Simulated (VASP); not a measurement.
# KCl (Pm-3m) in VASP: notebook

One crystal, KCl, is run at these levels: PBE; tasks: single point.

Everything below comes from runs of VASP 6.6.1. Logs are shortened: lines on timing, memory, paths and dates and some standing lists are left out, and cuts for length are marked.

## 1. The structure

Symmetry: Pm-3m, No. 221, cubic system. Conventional cell: a = 3.839 Å, b = 3.839 Å, c = 3.839 Å, α = 90.00°, β = 90.00°, γ = 90.00°. Around K (site symmetry m-3m) lie 8 Cl at 3.32 Å. Around Cl (site symmetry m-3m) lie 8 K at 3.32 Å.

Measurements of this composition are mostly on another form, of space group No. 225.

## 2. Single point, PBE

INCAR

```
SYSTEM = KCl
PREC = Accurate ; ENCUT = 800
EDIFF = 1E-5 ; ISMEAR = 0
SIGMA = 0.05 ; LREAL = .False.
LASPH = .True. ; NELM = 100
ALGO = Normal ; ISIF = 2
LWAVE = .False. ; LCHARG = .False.
GGA = PE ; NBANDS = 15
ADDGRID = .False.
```

KPOINTS

```
regular mesh
0
Gamma
  4 4 4
  0 0 0
```

POSCAR

```
KCl
1.0
    3.8391960000      0.0000000000      0.0000000000
    0.0000000000      3.8391960000      0.0000000000
    0.0000000000      0.0000000000      3.8391960000
K Cl
1 1
Direct
    0.0000000000      0.0000000000      0.0000000000
    0.5000000000      0.5000000000      0.5000000000
```

Potentials or basis: VASP PAW PBE potentials, release 64 (K_sv, Cl_h).

On the command line:

```bash
$ cat potpaw_PBE.64/K_sv/POTCAR potpaw_PBE.64/Cl_h/POTCAR > POTCAR
$ mpirun -np 1 vasp_std > vasp.out
```

OUTCAR:

```text
SYSTEM = KCl
   PREC = Accurate
   ENCUT = 800
   EDIFF = 1E-5
   ISMEAR = 0
   LREAL = .False.
   LASPH = .True.
   NELM = 100
   ISIF = 2
   GGA = PE

 Found     10 irreducible k-points:

 Following reciprocal coordinates:
            Coordinates               Weight
  0.000000  0.000000  0.000000      1.000000
  0.250000  0.000000  0.000000      6.000000
  0.500000  0.000000  0.000000      3.000000
  0.250000  0.250000  0.000000     12.000000
  0.500000  0.250000  0.000000     12.000000
  0.500000  0.500000  0.000000      3.000000
   k-points           NKPTS =     10   k-points in BZ     NKDIM =     10   number of bands    NBANDS=     15
   number of dos      NEDOS =    301   number of ions     NIONS =      2
   total plane-waves  NPLWV =  46656
   dimension x,y,z NGX =    36 NGY =   36 NGZ =   36
   dimension x,y,z NGXF=    72 NGYF=   72 NGZF=   72
   ions per type =               1   1
   NGX,Y,Z   is equivalent  to a cutoff of  15.59, 15.59, 15.59 a.u.
   NGXF,Y,Z  is equivalent  to a cutoff of  31.18, 31.18, 31.18 a.u.
 SYSTEM =  KCl
   PREC   = accura    normal or accurate (medium, high low for compatibility)
   ISTART =      0    job   : 0-new  1-cont  2-samecut
   ICHARG =      2    charge: 1-file 2-atom 10-const
   ISPIN  =      1    spin polarized calculation?
   LNONCOLLINEAR =      F non collinear calculations
   LSORBIT =      F    spin-orbit coupling
   LASPH  =      T    aspherical Exc in radial PAW
   ENCUT  =  800.0 eV  58.80 Ry    7.67 a.u.   8.85  8.85  8.85*2*pi/ulx,y,z
   NELM   =    100;   NELMIN=  2; NELMDL= -5     # of ELM steps
   EDIFF  = 0.1E-04   stopping-criterion for ELM
   LREAL  =      F    real-space projection
   EDIFFG = 0.1E-03   stopping-criterion for IOM
   NSW    =      0    number of steps for IOM
   IBRION =     -1    ionic relax: 0-MD 1-quasi-New 2-CG
   NFREE  =      0    steps in history (QN), initial steepest desc. (CG)
   ISIF   =      2    stress and relaxation
   ISYM   =      2    0-nonsym 1-usesym 2-fastsym
   POTIM  = 0.5000    time-step for ionic-motion
   TEBEG  =    0.0;   TEEND  =   0.0 temperature during run
   PSTRESS=    0.0 pullay stress
   NELECT =      16.0000    total number of electrons
   NUPDOWN=      -1.0000    fix difference up-down
   EMIN   =  10.00;   EMAX   =-10.00  energy-range for DOS
   EFERMI =   0.00;   METHOD = LEGACY
   ISMEAR =     0;   SIGMA  =   0.05  broadening in eV -4-tet -1-fermi 0-gaus
   EFERMI_NEDOS =   21; number of points for ismear=-14 and -15
   IALGO  =     38    algorithm
   IMIX   =      4    mixing-type and parameters
     AMIX     =   0.40;   BMIX     =  1.00
     AMIX_MAG =   1.60;   BMIX_MAG =  1.00
  volume/ion in A,a.u.               =      28.29       190.94
  Fermi-wavevector in a.u.,A,eV,Ry     =   1.074504  2.030517 15.708715  1.154558
  Thomas-Fermi vector in A             =   2.210334
   LORBIT       =      0    0 simple, 1 ext, 2 COOP (PROOUT), +10 PAW based schemes
   GGA     = PE    functional components
   LHFCALC =     F    Hartree Fock is set to
   AEXX    =    0.0000 exact exchange contribution
   IVDW    =     0    specifies the selected vdW correction
   LEPSILON=     F    determine dielectric tensor
   LRPA    =     F    only Hartree local field effects (RPA)
 non-spin polarized calculation
 Gauss-broadening in eV      SIGMA  =   0.05
  energy-cutoff  :      800.00
  volume of cell :       56.59
 maximum number of plane-waves:      2945
 NGX is ok and might be reduce to    36
   NGX = 17   NGY = 17   NGZ = 17

 number of electron      16.0000001 magnetization

 Free energy of the ion-electron system (eV)
  ---------------------------------------------------
  ext. energy  EPLUGINS =         0.00000000
  ---------------------------------------------------
  free energy    TOTEN  =        -6.65481930 eV

  energy without entropy =       -6.65481930  energy(sigma->0) =       -6.65481930

 E-fermi :  -0.3611     XC(G=0):  -8.0941

 val. band max:       -0.5902532622   @ k =   0.5000   0.5000   0.0000
 cond. band min:       4.2004762901   @ k =   0.0000   0.0000   0.0000
 fundamental gap:      4.7907295522
 Fermi energy:        -0.3611181754

 k-point     1 :       0.0000    0.0000    0.0000
  band No.  band energies     occupation
      1     -28.6579      2.00000
      2     -13.1574      2.00000
      3     -12.0449      2.00000
      4     -12.0449      2.00000
      5     -12.0449      2.00000
      6      -0.7936      2.00000
      7      -0.7936      2.00000
      8      -0.7936      2.00000
      9       4.2005      0.00000
     10       5.9656      0.00000
     11       5.9656      0.00000
     12      10.0308      0.00000
     13      10.0308      0.00000
     14      10.0308      0.00000
     15      12.9474      0.00000

 k-point     2 :       0.2500    0.0000    0.0000
  band No.  band energies     occupation
      1     -28.6485      2.00000
      2     -13.2458      2.00000
      3     -12.0298      2.00000
      4     -12.0298      2.00000
      5     -11.9726      2.00000
      6      -1.6709      2.00000
      7      -0.7965      2.00000
      8      -0.7965      2.00000
      9       5.4140      0.00000
     10       6.4570      0.00000
     11       7.0178      0.00000
     12       9.8723      0.00000
     13       9.8723      0.00000
     14      10.3009      0.00000
     15      11.1935      0.00000
[... 41 lines left out ...]
      3     -12.1420      2.00000
      4     -12.0372      2.00000
      5     -12.0032      2.00000
      6      -2.0739      2.00000
      7      -1.3338      2.00000
      8      -0.6985      2.00000
      9       6.4372      0.00000
     10       7.0297      0.00000
     11       8.5101      0.00000
     12       9.0142      0.00000
     13       9.0443      0.00000
     14       9.7200      0.00000
     15      11.4416      0.00000

 k-point     6 :       0.5000    0.5000    0.0000
  band No.  band energies     occupation
      1     -28.6214      2.00000
      2     -12.8956      2.00000
      3     -12.2648      2.00000
      4     -12.2648      2.00000
      5     -11.9916      2.00000
      6      -1.7817      2.00000
      7      -1.7817      2.00000
      8      -0.5903      2.00000
      9       5.5822      0.00000
     10       6.6825      0.00000
     11       8.3297      0.00000
     12       8.3297      0.00000
     13      10.7402      0.00000
     14      10.7402      0.00000
     15      11.6021      0.00000

 [... further k-points ...]

------------------------ aborting loop because EDIFF is reached ----------------------------------------

  FORCE on cell =-STRESS in cart. coord.  units (eV):
  Direction    XX          YY          ZZ          XY          YZ          ZX
  --------------------------------------------------------------------------------------
  -------------------------------------------------------------------------------------
  Total       -0.0307029     -0.0307029     -0.0307029     -0.0000000     -0.0000000     -0.0000000
  in kB       -0.8692987     -0.8692987     -0.8692987     -0.0000000     -0.0000000     -0.0000000
  external PRESSURE =      -0.8692987 kB  Pullay stress =       0.0000000 kB

 VOLUME and BASIS-vectors are now :
 -----------------------------------------------------------------------------
  energy-cutoff  :      800.00
  volume of cell :       56.59
      direct lattice vectors                 reciprocal lattice vectors
     3.839196000  0.000000000  0.000000000     0.260471203  0.000000000  0.000000000
     0.000000000  3.839196000  0.000000000     0.000000000  0.260471203  0.000000000
     0.000000000  0.000000000  3.839196000     0.000000000  0.000000000  0.260471203

 POSITION                                       TOTAL-FORCE (eV/Angst)
 -----------------------------------------------------------------------------------
      0.00000      0.00000      0.00000         0.000000      0.000000      0.000000
      1.91960      1.91960      1.91960         0.000000      0.000000      0.000000
 -----------------------------------------------------------------------------------
    total drift:                                0.000000      0.000000      0.000000

  FREE ENERGIE OF THE ION-ELECTRON SYSTEM (eV)
  ---------------------------------------------------
  free  energy   TOTEN  =        -6.6548192996 eV

  energy  without entropy=       -6.6548192996  energy(sigma->0) =       -6.65481930
```

stdout:

```text
POSCAR found type information on POSCAR K Cl
 POSCAR found :  2 types and       2 ions
 scaLAPACK will be used
 LDA part: xc-table for (Slater+PW92), standard interpolation
 POSCAR, INCAR and KPOINTS ok, starting setup
 FFT: planning ... GRIDC
 FFT: planning ... GRID_SOFT
 FFT: planning ... GRID
 WAVECAR not read
 entering main loop
```

Run time: 7.4 s. Hardware: 1 thread of Intel Xeon 6975P-C (Granite Rapids), shared host; peak memory 0.2 GiB.

These settings aren't checked as converged: the numbers below hold their error.

Results:

- Free energy: -6.6548 eV
- Pressure: -0.1 GPa
- Band gap on the k mesh: 4.79 eV, indirect (least direct gap 4.99 eV)

## 3. Single point, PBE

INCAR is that of step 2.

KPOINTS is that of step 2.

POSCAR

```
KCl
1.0
    3.8391960000      0.0000000000      0.0000000000
    0.0000000000      3.8391960000      0.0000000000
    0.0000000000      0.0000000000      3.8391960000
K Cl
1 1
Direct
    0.0405710000      0.0040460000      0.0049320000
    0.5021390000      0.4938510000      0.4988730000
```

Potentials or basis: VASP PAW PBE potentials, release 64 (K_sv, Cl_h).

On the command line:

```bash
$ cat potpaw_PBE.64/K_sv/POTCAR potpaw_PBE.64/Cl_h/POTCAR > POTCAR
$ mpirun -np 1 vasp_std > vasp.out
```

OUTCAR:

```text
SYSTEM = KCl
   PREC = Accurate
   ENCUT = 800
   EDIFF = 1E-5
   ISMEAR = 0
   LREAL = .False.
   LASPH = .True.
   NELM = 100
   ISIF = 2
   GGA = PE

 Found     36 irreducible k-points:

 Following reciprocal coordinates:
            Coordinates               Weight
  0.000000  0.000000  0.000000      1.000000
  0.250000  0.000000  0.000000      2.000000
  0.000000  0.250000  0.000000      2.000000
  0.000000  0.000000  0.250000      2.000000
  0.500000  0.000000  0.000000      1.000000
  0.000000  0.500000  0.000000      1.000000
   k-points           NKPTS =     36   k-points in BZ     NKDIM =     36   number of bands    NBANDS=     15
   number of dos      NEDOS =    301   number of ions     NIONS =      2
   total plane-waves  NPLWV =  46656
   dimension x,y,z NGX =    36 NGY =   36 NGZ =   36
   dimension x,y,z NGXF=    72 NGYF=   72 NGZF=   72
   ions per type =               1   1
   NGX,Y,Z   is equivalent  to a cutoff of  15.59, 15.59, 15.59 a.u.
   NGXF,Y,Z  is equivalent  to a cutoff of  31.18, 31.18, 31.18 a.u.
 SYSTEM =  KCl
   PREC   = accura    normal or accurate (medium, high low for compatibility)
   ISTART =      0    job   : 0-new  1-cont  2-samecut
   ICHARG =      2    charge: 1-file 2-atom 10-const
   ISPIN  =      1    spin polarized calculation?
   LNONCOLLINEAR =      F non collinear calculations
   LSORBIT =      F    spin-orbit coupling
   LASPH  =      T    aspherical Exc in radial PAW
   ENCUT  =  800.0 eV  58.80 Ry    7.67 a.u.   8.85  8.85  8.85*2*pi/ulx,y,z
   NELM   =    100;   NELMIN=  2; NELMDL= -5     # of ELM steps
   EDIFF  = 0.1E-04   stopping-criterion for ELM
   LREAL  =      F    real-space projection
   EDIFFG = 0.1E-03   stopping-criterion for IOM
   NSW    =      0    number of steps for IOM
   IBRION =     -1    ionic relax: 0-MD 1-quasi-New 2-CG
   NFREE  =      0    steps in history (QN), initial steepest desc. (CG)
   ISIF   =      2    stress and relaxation
   ISYM   =      2    0-nonsym 1-usesym 2-fastsym
   POTIM  = 0.5000    time-step for ionic-motion
   TEBEG  =    0.0;   TEEND  =   0.0 temperature during run
   PSTRESS=    0.0 pullay stress
   NELECT =      16.0000    total number of electrons
   NUPDOWN=      -1.0000    fix difference up-down
   EMIN   =  10.00;   EMAX   =-10.00  energy-range for DOS
   EFERMI =   0.00;   METHOD = LEGACY
   ISMEAR =     0;   SIGMA  =   0.05  broadening in eV -4-tet -1-fermi 0-gaus
   EFERMI_NEDOS =   21; number of points for ismear=-14 and -15
   IALGO  =     38    algorithm
   IMIX   =      4    mixing-type and parameters
[... 22 lines left out ...]
  ---------------------------------------------------
  ext. energy  EPLUGINS =         0.00000000
  ---------------------------------------------------
  free energy    TOTEN  =        -6.64708661 eV

  energy without entropy =       -6.64708661  energy(sigma->0) =       -6.64708661

 E-fermi :  -0.3432     XC(G=0):  -8.0896

 val. band max:       -0.5975803526   @ k =   0.0000   0.5000   0.5000
 cond. band min:       4.1994309777   @ k =   0.0000   0.0000   0.0000
 fundamental gap:      4.7970113303
 Fermi energy:        -0.3431800494

 k-point     1 :       0.0000    0.0000    0.0000
  band No.  band energies     occupation
      1     -28.6473      2.00000
      2     -13.1698      2.00000
      3     -12.0350      2.00000
      4     -12.0348      2.00000
      5     -12.0293      2.00000
      6      -0.8055      2.00000
      7      -0.8017      2.00000
      8      -0.8005      2.00000
      9       4.1994      0.00000
     10       5.9622      0.00000
     11       6.0167      0.00000
     12      10.0192      0.00000
     13      10.0578      0.00000
     14      10.0588      0.00000
[... 77 lines left out ...]
      2     -13.3473      2.00000
      3     -12.0078      2.00000
      4     -12.0041      2.00000
      5     -11.8757      2.00000
      6      -2.3480      2.00000
      7      -0.8129      2.00000
      8      -0.7962      2.00000
      9       7.0820      0.00000
     10       7.2838      0.00000
     11       7.6244      0.00000
     12       9.2057      0.00000
     13       9.9037      0.00000
     14      10.2543      0.00000
     15      10.5925      0.00000

 [... further k-points ...]

------------------------ aborting loop because EDIFF is reached ----------------------------------------

  FORCE on cell =-STRESS in cart. coord.  units (eV):
  Direction    XX          YY          ZZ          XY          YZ          ZX
  --------------------------------------------------------------------------------------
  -------------------------------------------------------------------------------------
  Total        0.0169290      0.0263284      0.0265326      0.0248227      0.0041933      0.0148005
  in kB        0.4793156      0.7454435      0.7512241      0.7028127      0.1187265      0.4190510
  external PRESSURE =       0.6586610 kB  Pullay stress =       0.0000000 kB

 VOLUME and BASIS-vectors are now :
 -----------------------------------------------------------------------------
  energy-cutoff  :      800.00
  volume of cell :       56.59
      direct lattice vectors                 reciprocal lattice vectors
     3.839196000  0.000000000  0.000000000     0.260471203  0.000000000  0.000000000
     0.000000000  3.839196000  0.000000000     0.000000000  0.260471203  0.000000000
     0.000000000  0.000000000  3.839196000     0.000000000  0.000000000  0.260471203

 POSITION                                       TOTAL-FORCE (eV/Angst)
 -----------------------------------------------------------------------------------
      0.15576      0.01553      0.01893        -0.095945     -0.027716     -0.016562
      1.92781      1.89599      1.91527         0.095945      0.027716      0.016562
 -----------------------------------------------------------------------------------
    total drift:                                0.000542      0.000244      0.000175

  FREE ENERGIE OF THE ION-ELECTRON SYSTEM (eV)
  ---------------------------------------------------
  free  energy   TOTEN  =        -6.6470866085 eV

  energy  without entropy=       -6.6470866085  energy(sigma->0) =       -6.64708661
```

It took 18 s on 1 thread of Intel Xeon 6975P-C (Granite Rapids), shared host; peak memory 0.23 GiB.

The run converged, but some of its settings lie outside the range that counts as converged, so its numbers aren't taken as properties of the crystal.

What came out:

```
Free energy            : -6.6471 eV
Pressure               : 0.1 GPa
Largest force          : 0.101 eV/Å
Band gap on the k mesh : 4.80 eV, indirect (least direct gap 5.00 eV)
```

## 4. Single point, PBE

INCAR

```
SYSTEM = KCl
PREC = Accurate ; ENCUT = 800
EDIFF = 1E-6 ; ISMEAR = 0
SIGMA = 0.05 ; LREAL = .False.
LASPH = .True. ; NELM = 100
ALGO = Normal ; ISIF = 2
LWAVE = .False. ; LCHARG = .False.
GGA = PE ; NBANDS = 15
ADDGRID = .True.
```

KPOINTS is that of step 3.

POSCAR

```
KCl
1.0
    3.8391960000      0.0000000000      0.0000000000
    0.0000000000      3.8391960000      0.0000000000
    0.0000000000      0.0000000000      3.8391960000
K Cl
1 1
Direct
    0.0000000000      0.0000000000      0.0000000000
    0.5000000000      0.5000000000      0.5000000000
```

On the command line:

```bash
$ cat potpaw_PBE.64/K_sv/POTCAR potpaw_PBE.64/Cl_h/POTCAR > POTCAR
$ mpirun -np 1 vasp_std > vasp.out
```

Wall time 13 s (1 thread of Intel Xeon 6975P-C (Granite Rapids), shared host); peak memory 0.33 GiB.

The run converged, but some of its settings lie outside the range that counts as converged, so its numbers aren't taken as properties of the crystal.

What came out:

```
Free energy            : -6.6548 eV
Pressure               : 0.0 GPa
Band gap on the k mesh : 4.79 eV, indirect (least direct gap 5.00 eV)
```

## 5. Single point, PBE

INCAR is that of step 4.

KPOINTS is that of step 4.

POSCAR

```
KCl
1.0
    3.8391960000      0.0000000000      0.0000000000
    0.0000000000      3.8391960000      0.0000000000
    0.0000000000      0.0000000000      3.8391960000
K Cl
1 1
Direct
    0.0405710000      0.0040460000      0.0049320000
    0.5021390000      0.4938510000      0.4988730000
```

On the command line:

```bash
$ cat potpaw_PBE.64/K_sv/POTCAR potpaw_PBE.64/Cl_h/POTCAR > POTCAR
$ mpirun -np 1 vasp_std > vasp.out
```

Run time: 26 s. Hardware: 1 thread of Intel Xeon 6975P-C (Granite Rapids), shared host; peak memory 0.35 GiB.

These settings aren't checked as converged: the numbers below hold their error.

Results:

```
Free energy            : -6.6471 eV
Pressure               : 0.1 GPa
Largest force          : 0.102 eV/Å
Band gap on the k mesh : 4.80 eV, indirect (least direct gap 5.00 eV)
```

[end of part 1 of 2]
